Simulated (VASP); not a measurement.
# Se (Fd-3m) in VASP: a series of runs

One crystal, Se, is run at these levels: PBE; tasks: single point, relaxation of cell and atoms.

All numbers are computed with VASP 6.6.1; they aren't measurements. Logs are shortened: lines on timing, memory, paths and dates and some standing lists are left out, and cuts for length are marked.

### 1 The crystal as given

It takes space group Fd-3m (No. 227, cubic). The conventional cell has a = 6.336 Å, b = 6.336 Å, c = 6.336 Å, α = 90.00°, β = 90.00°, γ = 90.00°. Se (site symmetry -43m) is surrounded by 4 Se at 2.74 Å.

The cell was built by a generator and needn't be a form met in nature.

### 2 Single point, PBE

Contents of INCAR:

```
PREC = Accurate
ENCUT = 520
EDIFF = 1E-6
ISMEAR = -1
SIGMA = 0.01
LREAL = False
LASPH = True
NELM = 100
ALGO = Normal
ISIF = 2
LWAVE = False
LCHARG = False
GGA = PE
NBANDS = 13
```

Contents of KPOINTS:

```
regular mesh
0
Gamma
  5 5 5
```

Contents of POSCAR:

```
Se
1.0
    0.0000000000      3.1681364125      3.1681364125
    3.1681364125      0.0000000000      3.1681364125
    3.1681364125      3.1681364125      0.0000000000
Se
2
Direct
    0.0000000000      0.0000000000      0.0000000000
    0.2500000000      0.2500000000      0.2500000000
```

Potentials or basis: VASP PAW PBE potentials, release 64 (Se).

Started as:

```sh
$ cat potpaw_PBE.64/Se/POTCAR > POTCAR
$ mpirun -np 1 vasp_std > vasp.out
```

OUTCAR:

```text
PREC = Accurate
   ENCUT = 520
   EDIFF = 1E-6
   ISMEAR = -1
   LREAL = False
   LASPH = True
   NELM = 100
   ISIF = 2
   GGA = PE

 ion  position               nearest neighbor table
   1  0.000  0.000  0.000-   2 2.74   2 2.74   2 2.74   2 2.74
   2  0.250  0.250  0.250-   1 2.74   1 2.74   1 2.74   1 2.74

  LATTYP: Found a face centered cubic cell.
 ALAT       =     6.3362728250

  Lattice vectors:

 A1 = (   0.0000000000,   3.1681364125,   3.1681364125)
 A2 = (   3.1681364125,   0.0000000000,   3.1681364125)
 A3 = (   3.1681364125,   3.1681364125,   0.0000000000)

Analysis of symmetry for initial positions (statically):
=====================================================================
 Subroutine PRICEL returns:
 Original cell was already a primitive cell.

 Routine SETGRP: Setting up the symmetry group for a
 face centered cubic supercell.

 Subroutine GETGRP returns: Found 48 space group operations
 (whereof 24 operations were pure point group operations)
 out of a pool of 48 trial point group operations.

The static configuration has the point symmetry T_d .
 The point group associated with its full space group is O_h .

Analysis of symmetry for dynamics (positions and initial velocities):
=====================================================================
 Subroutine PRICEL returns:
 Original cell was already a primitive cell.

 Routine SETGRP: Setting up the symmetry group for a
 face centered cubic supercell.

 Subroutine GETGRP returns: Found 48 space group operations
 (whereof 24 operations were pure point group operations)
 out of a pool of 48 trial point group operations.

The dynamic configuration has the point symmetry T_d .
 The point group associated with its full space group is O_h .

 Subroutine INISYM returns: Found 48 space group operations
 (whereof 24 operations are pure point group operations),
 and found     1 'primitive' translations

----------------------------------------------------------------------------------------

                                     Primitive cell

  volume of cell :      63.5977

  direct lattice vectors                    reciprocal lattice vectors
     0.000000000  3.168136412  3.168136412    -0.157821487  0.157821487  0.157821487
     3.168136412  0.000000000  3.168136412     0.157821487 -0.157821487  0.157821487
     3.168136412  3.168136412  0.000000000     0.157821487  0.157821487 -0.157821487

  length of vectors
     4.480421482  4.480421482  4.480421482     0.273354834  0.273354834  0.273354834

  position of ions in fractional coordinates (direct lattice)
     0.000000000  0.000000000  0.000000000
     0.250000000  0.250000000  0.250000000

  ion indices of the primitive-cell ions
   primitive index   ion index
                 1           1
                 2           2

----------------------------------------------------------------------------------------

 KPOINTS: regular mesh

Automatic generation of k-mesh.
 Grid dimensions read from file:
 generate k-points for:    5    5    5

 Generating k-lattice:

  Cartesian coordinates                     Fractional coordinates (reciprocal lattice)
    -0.031564297  0.031564297  0.031564297     0.200000000  0.000000000  0.000000000
     0.031564297 -0.031564297  0.031564297     0.000000000  0.200000000  0.000000000
     0.031564297  0.031564297 -0.031564297     0.000000000  0.000000000  0.200000000

  Length of vectors
     0.054670967  0.054670967  0.054670967

  Shift w.r.t. Gamma in fractional coordinates (k-lattice)
     0.000000000  0.000000000  0.000000000

 Subroutine IBZKPT returns following result:
 ===========================================

 Found     10 irreducible k-points:

 Following reciprocal coordinates:
            Coordinates               Weight
  0.000000  0.000000  0.000000      1.000000
  0.200000  0.000000  0.000000      8.000000
  0.400000  0.000000  0.000000      8.000000
  0.200000  0.200000  0.000000      6.000000
  0.400000  0.200000  0.000000     24.000000
 -0.400000  0.200000  0.000000     24.000000
 -0.200000  0.200000  0.000000     12.000000
  0.400000  0.400000  0.000000      6.000000
 -0.400000  0.400000  0.000000     12.000000
 -0.400000  0.400000  0.200000     24.000000
   k-points           NKPTS =     10   k-points in BZ     NKDIM =     10   number of bands    NBANDS=     13
   number of dos      NEDOS =    301   number of ions     NIONS =      2
   total plane-waves  NPLWV =  46656
   dimension x,y,z NGX =    36 NGY =   36 NGZ =   36
   dimension x,y,z NGXF=    72 NGYF=   72 NGZF=   72
   ions per type =               2
   NGX,Y,Z   is equivalent  to a cutoff of  13.36, 13.36, 13.36 a.u.
   NGXF,Y,Z  is equivalent  to a cutoff of  26.72, 26.72, 26.72 a.u.
 SYSTEM =  unknown system
   PREC   = accura    normal or accurate (medium, high low for compatibility)
   ISTART =      0    job   : 0-new  1-cont  2-samecut
   ICHARG =      2    charge: 1-file 2-atom 10-const
   ISPIN  =      1    spin polarized calculation?
   LNONCOLLINEAR =      F non collinear calculations
   LSORBIT =      F    spin-orbit coupling
   LASPH  =      T    aspherical Exc in radial PAW
   ENCUT  =  520.0 eV  38.22 Ry    6.18 a.u.   8.33  8.33  8.33*2*pi/ulx,y,z
   NELM   =    100;   NELMIN=  2; NELMDL= -5     # of ELM steps
   EDIFF  = 0.1E-05   stopping-criterion for ELM
   LREAL  =      F    real-space projection
   EDIFFG = 0.1E-04   stopping-criterion for IOM
   NSW    =      0    number of steps for IOM
   IBRION =     -1    ionic relax: 0-MD 1-quasi-New 2-CG
   NFREE  =      0    steps in history (QN), initial steepest desc. (CG)
   ISIF   =      2    stress and relaxation
   ISYM   =      2    0-nonsym 1-usesym 2-fastsym
   POTIM  = 0.5000    time-step for ionic-motion
   TEBEG  =    0.0;   TEEND  =   0.0 temperature during run
   PSTRESS=    0.0 pullay stress
   NELECT =      12.0000    total number of electrons
   NUPDOWN=      -1.0000    fix difference up-down
   EMIN   =  10.00;   EMAX   =-10.00  energy-range for DOS
   EFERMI =   0.00;   METHOD = LEGACY
   ISMEAR =    -1;   SIGMA  =   0.01  broadening in eV -4-tet -1-fermi 0-gaus
   EFERMI_NEDOS =   21; number of points for ismear=-14 and -15
   IALGO  =     38    algorithm
   IMIX   =      4    mixing-type and parameters
     AMIX     =   0.40;   BMIX     =  1.00
     AMIX_MAG =   1.60;   BMIX_MAG =  1.00
  volume/ion in A,a.u.               =      31.80       214.59
  Fermi-wavevector in a.u.,A,eV,Ry     =   0.938976  1.774408 11.995941  0.881677
  Thomas-Fermi vector in A             =   2.066242
   LORBIT       =      0    0 simple, 1 ext, 2 COOP (PROOUT), +10 PAW based schemes
   GGA     = PE    functional components
   LHFCALC =     F    Hartree Fock is set to
   AEXX    =    0.0000 exact exchange contribution
   IVDW    =     0    specifies the selected vdW correction
   LEPSILON=     F    determine dielectric tensor
   LRPA    =     F    only Hartree local field effects (RPA)
 non-spin polarized calculation
  energy-cutoff  :      520.00
  volume of cell :       63.60
 maximum number of plane-waves:      1736
 NGX is ok and might be reduce to    36
   NGX = 17   NGY = 17   NGZ = 17

 number of electron      11.9999999 magnetization

 Free energy of the ion-electron system (eV)
  ---------------------------------------------------
  ext. energy  EPLUGINS =         0.00000000
  ---------------------------------------------------
  free energy    TOTEN  =        -5.97238158 eV

  energy without entropy =       -5.96937714  energy(sigma->0) =       -5.97087936

 E-fermi :   2.0119     XC(G=0):  -8.1491

 val. band max:        2.0094914572   @ k =  -0.4000   0.2000   0.0000
 cond. band min:       2.0417462688   @ k =  -0.2000   0.2000   0.0000
 fundamental gap:      0.0322548116
 Fermi energy:         2.0118757377

 k-point     1 :       0.0000    0.0000    0.0000
  band No.  band energies     occupation
      1     -13.2322      2.00000
      2      -8.2755      2.00000
      3      -1.3863      2.00000
      4      -1.3863      2.00000
      5      -1.3863      2.00000
      6       1.2483      2.00000
      7       1.2483      2.00000
      8       1.2483      2.00000
      9       6.3895      0.00000
     10       9.6654      0.00000
     11       9.6654      0.00000
     12      11.5530      0.00000
     13      11.5530      0.00000

 k-point     2 :       0.2000    0.0000    0.0000
  band No.  band energies     occupation
      1     -12.9827      2.00000
      2      -8.8461      2.00000
      3      -1.6763      2.00000
      4      -1.6763      2.00000
      5      -1.5885      2.00000
      6       1.6893      2.00000
      7       1.6893      2.00000
      8       1.8017      2.00000
      9       7.4537      0.00000
     10       9.0891      0.00000
     11       9.0891      0.00000
     12      10.8802      0.00000
     13      13.3529      0.00000

 k-point     3 :       0.4000    0.0000    0.0000
  band No.  band energies     occupation
      1     -12.4157      2.00000
      2      -9.8629      2.00000
      3      -2.0231      2.00000
      4      -2.0231      2.00000
      5      -1.9943      2.00000
      6       2.2253      0.00000
      7       2.2253      0.00000
      8       3.2627      0.00000
      9       8.4278      0.00000
     10       9.5678      0.00000
     11       9.5678      0.00000
     12       9.7704      0.00000
     13      12.4543      0.00000
[... 81 lines left out ...]
 k-point     9 :      -0.4000    0.4000    0.0000
  band No.  band energies     occupation
      1     -11.4597      2.00000
      2     -11.0451      2.00000
      3      -3.1558      2.00000
      4      -2.6883      2.00000
      5      -0.0365      2.00000
      6       0.9724      2.00000
      7       3.7284      0.00000
      8       3.7612      0.00000
      9       7.5248      0.00000
     10       8.7656      0.00000
     11      10.3918      0.00000
     12      13.0799      0.00000
     13      13.4541      0.00000

 k-point    10 :      -0.4000    0.4000    0.2000
  band No.  band energies     occupation
      1     -11.7915      2.00000
      2     -10.6706      2.00000
      3      -3.1331      2.00000
      4      -2.7201      2.00000
      5       0.1632      2.00000
      6       1.1894      2.00000
      7       3.3767      0.00000
      8       3.4230      0.00000
      9       7.9215      0.00000
     10       8.1566      0.00000
     11      10.7495      0.00000
     12      12.3228      0.00000
     13      13.4984      0.00000

------------------------ aborting loop because EDIFF is reached ----------------------------------------

  FORCE on cell =-STRESS in cart. coord.  units (eV):
  Direction    XX          YY          ZZ          XY          YZ          ZX
  --------------------------------------------------------------------------------------
  -------------------------------------------------------------------------------------
  Total        0.0069502      0.0069502      0.0069502      0.0000000     -0.0000000     -0.0000000
  in kB        0.1750909      0.1750909      0.1750909      0.0000000     -0.0000000     -0.0000000
  external PRESSURE =       0.1750909 kB  Pullay stress =       0.0000000 kB

 VOLUME and BASIS-vectors are now :
 -----------------------------------------------------------------------------
  energy-cutoff  :      520.00
  volume of cell :       63.60
      direct lattice vectors                 reciprocal lattice vectors
     0.000000000  3.168136412  3.168136412    -0.157821487  0.157821487  0.157821487
     3.168136412  0.000000000  3.168136412     0.157821487 -0.157821487  0.157821487
     3.168136412  3.168136412  0.000000000     0.157821487  0.157821487 -0.157821487

 POSITION                                       TOTAL-FORCE (eV/Angst)
 -----------------------------------------------------------------------------------
      0.00000      0.00000      0.00000         0.000000      0.000000      0.000000
      1.58407      1.58407      1.58407        -0.000000     -0.000000     -0.000000
 -----------------------------------------------------------------------------------
    total drift:                                0.000000      0.000000      0.000000

  FREE ENERGIE OF THE ION-ELECTRON SYSTEM (eV)
  ---------------------------------------------------
  free  energy   TOTEN  =        -5.9723815768 eV

  energy  without entropy=       -5.9693771436  energy(sigma->0) =       -5.97087936
```

Run time: 4.4 s. Hardware: 1 thread of Intel Xeon 6975P-C (Granite Rapids), shared host; peak memory 0.19 GiB.

Results:

```yaml
Free_energy: -5.9724 eV
Pressure: 0.0 GPa
Band_gap_on_the_k_mesh: none (metal or under the smearing width)
```

Levels at points of the mesh, in eV from the Fermi level:
```tsv
k point	band 2	band 3	band 4	band 5	band 6	band 7	band 8	band 9	band 10	band 11
(0.00, 0.00, 0.00)	-10.29	-3.40	-3.40	-3.40	-0.76	-0.76	-0.76	4.38	7.65	7.65
```

### 3 Relaxation of cell and atoms, PBE

This run uses another cell than the first one, of 27.27 Å³/atom, 0.858 times its volume.

Contents of INCAR:

```
ALGO = Fast
EDIFF = 1E-6
EDIFFG = -0.03
ENCUT = 600
GGA = PE
IBRION = 2
ISIF = 3
ISMEAR = -1
LASPH = True
LCHARG = False
LREAL = False
LWAVE = False
NELM = 100
NSW = 80
PREC = Accurate
SIGMA = 0.01
```

Contents of KPOINTS:

```
k-points
0
Gamma
  5 5 5
```

Contents of POSCAR:

```
Se
1.0
    0.0000000000      3.0100000000      3.0100000000
    3.0100000000      0.0000000000      3.0100000000
    3.0100000000      3.0100000000      0.0000000000
Se
2
Direct
    0.0000000000      0.0000000000      0.0000000000
    0.2500000000      0.2500000000      0.2500000000
```

Potentials or basis: VASP PAW PBE potentials, release 64 (Se).

Started as:

```sh
$ cat potpaw_PBE.64/Se/POTCAR > POTCAR
$ mpirun -np 1 vasp_std > vasp.out
```

It took 17 s on 1 thread of Intel Xeon 6975P-C (Granite Rapids), shared host; peak memory 0.19 GiB.

It converged, with:

* Free energy: -5.9722 eV
* Relaxed volume: 31.82 Å³/atom
* Relaxed cell: a = 4.481 Å, b = 4.481 Å, c = 4.481 Å, α = 60.00°, β = 60.00°, γ = 60.00°
* Space group after relaxing (to 0.05 Å): Fd-3m (No. 227)
* Energy gained by relaxing: 94.6 meV/atom
* Ionic steps: 4
* Pressure after relaxing: 0.0 GPa
* Band gap on the k mesh: none (metal or under the smearing width)

Step by step:
```tsv
step	energy change (eV)	largest force (eV/Å)	pressure (GPa)	volume (Å³)
1	0.0000	0.0000	7.93	54.54
2	-0.1799	0.0000	-1.28	65.90
3	-0.1891	0.0000	0.18	63.34
4	-0.1892	0.0000	0.00	63.64
```

Final structure:
```cif
data_structure
_symmetry_space_group_name_H-M 'P 1'
_symmetry_Int_Tables_number 1
_cell_length_a 4.4813
_cell_length_b 4.4813
_cell_length_c 4.4813
_cell_angle_alpha 60.000
_cell_angle_beta 60.000
_cell_angle_gamma 60.000
_cell_volume 63.64
loop_
_atom_site_label
_atom_site_type_symbol
_atom_site_fract_x
_atom_site_fract_y
_atom_site_fract_z
_atom_site_occupancy
Se1 Se 0.00000 0.00000 0.00000 1
Se2 Se 0.25000 0.25000 0.25000 1
```

Levels at points of the mesh, in eV from the Fermi level:
```
           k point  band 3  band 4  band 5  band 6  band 7  band 8  band 9  band 10
(0.00, 0.00, 0.00)   -3.40   -3.40   -3.40   -0.76   -0.76   -0.76    4.38     7.65
```

Caveat: the k mesh is coarse (spacing up to 0.36 Å⁻¹), so the values aren't converged; the volume moved by over 15 % at a fixed basis, so the end points are rough.
